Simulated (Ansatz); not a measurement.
The system is Ge.

```
Ge
1.0
     0.00000    2.82891    2.82891
     2.82891    0.00000    2.82891
     2.82891    2.82891    0.00000
Ge
2
Direct
  0.75000 0.75000 0.75000
  0.50000 0.50000 0.50000
```

| Quantity | Value |
| --- | --- |
| Program | Ansatz 0.2.0 |
| Task | relaxation of cell and atoms |
| Functional | BLYP |
| Dispersion | D4 |
| Potentials or basis | all-electron LAPW, scalar-relativistic |
| Basis error allowed | 0.001 eV/atom |
| k mesh | 8 × 8 × 8 |
| Occupations | fermi-dirac, width 0.05 eV |
| Spin | no spin polarisation |

At the start: volume 22.64 Å³/atom.

Problem. How do energy, volume and symmetry change on relaxing?

Solution. Over 5 steps the energy falls by 8.1 meV/atom and the volume is 23.63 Å³/atom (+4.4 %); space group Fd-3m (No. 227, to 0.05 Å).

Step by step:
```
step  energy change (eV)  largest force (eV/Å)  volume (Å³)
   1              0.0000                0.0000        45.28
   2             -0.0154                0.0000        46.77
   3             -0.0163                0.0000        47.21
   4             -0.0163                0.0000        47.26
   5             -0.0163                0.0000        47.26
```

Final structure:
```
Ge
1.0
     0.00000    2.86959    2.86959
     2.86959    0.00000    2.86959
     2.86959    2.86959    0.00000
Ge
2
Direct
  0.75000 0.75000 0.75000
  0.50000 0.50000 0.50000
```

The cell as given is a measured one (22.64 Å³/atom); BLYP+D4 puts the equilibrium volume +4.4 % from it, thermal expansion not counted.
